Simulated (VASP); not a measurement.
Si2W under changes of volume

One of the cells (13.323 Å³/atom); the others are scaled copies at fixed shape and fractional positions:

```
CELL_PARAMETERS angstrom
4.57785 0.00000 0.00000
-2.28893 3.96454 0.00000
0.00000 0.00000 6.60685
ATOMIC_POSITIONS crystal
W 0.50000 0.00000 0.50000
W 0.50000 0.50000 0.83333
W 0.00000 0.50000 0.16667
Si 0.32751 0.16375 0.16667
Si 0.83625 0.16375 0.83333
Si 0.16375 0.32751 0.50000
Si 0.67249 0.83625 0.16667
Si 0.16375 0.83625 0.83333
Si 0.83625 0.67249 0.50000
```

Measurements of this composition are mostly on another form, of space group No. 139.

| Quantity | Value |
| --- | --- |
| Program | VASP 6.6.1 |
| Functional | PBEsol |
| Potentials or basis | VASP PAW PBE potentials, release 64 (W_sv, Si) |
| Cutoff | 520 eV |
| k mesh | 6 × 6 × 4 |
| Occupations | gaussian, width 0.02 eV |
| Spin | no spin polarisation |

```tsv
volume (Å³/atom)	energy over the lowest point (meV/atom)	pressure (GPa)	largest force (eV/Å)
12.790	17.06	10.5	0.022
13.057	?	?	?
13.323	0.00	0.0	0.004
13.590	3.68	-4.4	0.016
13.856	14.40	-8.5	0.029
```

Q: What does the run at 13.057 Å³/atom give?

A: Energy over the lowest point 4.16 meV/atom; pressure 5.0 GPa; largest force 0.009 eV/Å.

Worked out: A Birch-Murnaghan fit of order 2 (a polynomial in V^(-2/3)) to the other rows has its minimum at 13.33 Å³/atom with B0 = V·E''(V) = 235 GPa at fixed shape and positions, which overstates the stiffness. It gives 4.18 meV/atom at 13.057 Å³/atom, against the run's 4.16, and -dE/dV = 5.0 GPa, against 5.0.

Energies are extrapolated to zero smearing.

Caveats: the PAW data sets were made with another functional, which shifts forces and pressure a little.
